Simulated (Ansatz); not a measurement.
## Be: projected DOS by orbital

```yaml
crystal:
  lattice:
    - [2.29950, 0.00000, 0.00000]
    - [-1.14975, 1.99143, 0.00000]
    - [0.00000, 0.00000, 3.60090]
  atoms:
    - { symbol: Be, position: [0.33333, 0.66667, 0.25000] }
    - { symbol: Be, position: [0.66667, 0.33333, 0.75000] }
```

Atoms are numbered in the order listed.

The geometry is COD entry 9012017, unchecked; take it as a test cell. It was measured hot, at 658 K.

These are results of Ansatz 0.2.0, DFT, PBE, all-electron LAPW, scalar-relativistic, not measurements.

Settings: a Γ-centred 20×20×11 k mesh, Fermi–Dirac smearing of 0.05 eV, basis error target 1 meV/atom, no spin polarisation.

States per eV for one atom of each kind, in 0.4 eV bins named by their centres, from the Fermi level, projected on a minimal set of Löwdin-orthogonalised atomic shells; orbitals are real harmonics on the Cartesian axes, equal curves share a column, and empty bins are left out, as is all above 5.1 eV, near the top of the computed bands.

Be1 2s:

```
# E all
-11.1 0.01
-10.7 0.05
-10.3 0.07
-9.9 0.09
-9.5 0.10
-9.1 0.12
-8.7 0.12
-8.3 0.14
-7.9 0.15
-7.5 0.16
-7.1 0.16
-6.7 0.17
-6.3 0.17
-5.9 0.18
-5.5 0.18
-5.1 0.18
-4.7 0.18
-4.3 0.16
-3.9 0.13
-3.5 0.11
-3.1 0.09
-2.7 0.11
-2.3 0.09
-1.9 0.06
-1.5 0.05
-1.1 0.03
-0.7 0.02
-0.3 0.01
0.1 0.01
0.9 0.01
1.3 0.04
1.7 0.22
2.1 0.16
2.5 0.09
2.9 0.06
3.3 0.05
3.7 0.04
4.1 0.04
4.5 0.03
4.9 0.02
```
